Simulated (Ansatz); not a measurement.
**⁷³Ge nuclear quadrupole resonance in Ge**

Cell: an entry of the Crystallography Open Database (COD), atoms as given.

Space group P4_32_12 (No. 96); a = 5.9300, c = 6.9800 Å.

```csv
site,Wyckoff,site symmetry,x,y,z
Ge1,4a,..2,0.0750,0.0750,0.0000
Ge5,8b,1,0.1667,0.3750,0.2500
```

One atom of each set is listed.

Level of theory: DFT, PBE, plane waves and PAW (field gradients read without the response of the frozen cores, which leaves them typically 4 to 6 % off), scalar-relativistic, 420 eV cutoff, Γ-centred 6×6×5 k-points, Fermi–Dirac smearing 0.05 eV (Ansatz 0.2.0).

⁷³Ge: I = 9/2, Q = -196.0 mb (year-2017 value). Static lattice, zero field.

Q: At which frequencies do the ⁷³Ge NQR lines lie?

A: For I = 9/2 and η = 0 the lines are |C_Q|/24 times 1, 2, 3 and 4; η shifts the lowest up most. At large η the states mix, and weaker lines appear at sums of the main ones; lines under 5 % of the strongest are left out.

```json
{"site": "Ge1", "atoms": "4", "V_zz (10²¹ V/m²)": "3.30", "C_Q (MHz)": "-15.6", "η": "0.43", "line frequencies (MHz)": "1.20, 1.30, 1.88, 2.50, 2.56"}
{"site": "Ge5", "atoms": "8", "V_zz (10²¹ V/m²)": "-4.96", "C_Q (MHz)": "23.5", "η": "0.76", "line frequencies (MHz)": "2.05, 2.61, 2.94, 3.73, 4.66"}
```

The largest force is 0.9 eV/Å, so the atoms aren't at the calculated equilibrium and relaxing them would move these values. With a gap of 0.5 eV on this mesh, the gradients can still move by some per cent as the k-mesh gets denser.

Hardware: 1 thread of Intel Xeon Platinum 8488C (Sapphire Rapids) (x86_64; 16 cores open to the job, memory cap 3.0 GiB, no GPU), a shared host with a load of 0.2 a core. Wall time 53 s, CPU time 53 s, peak memory 0.81 GiB.
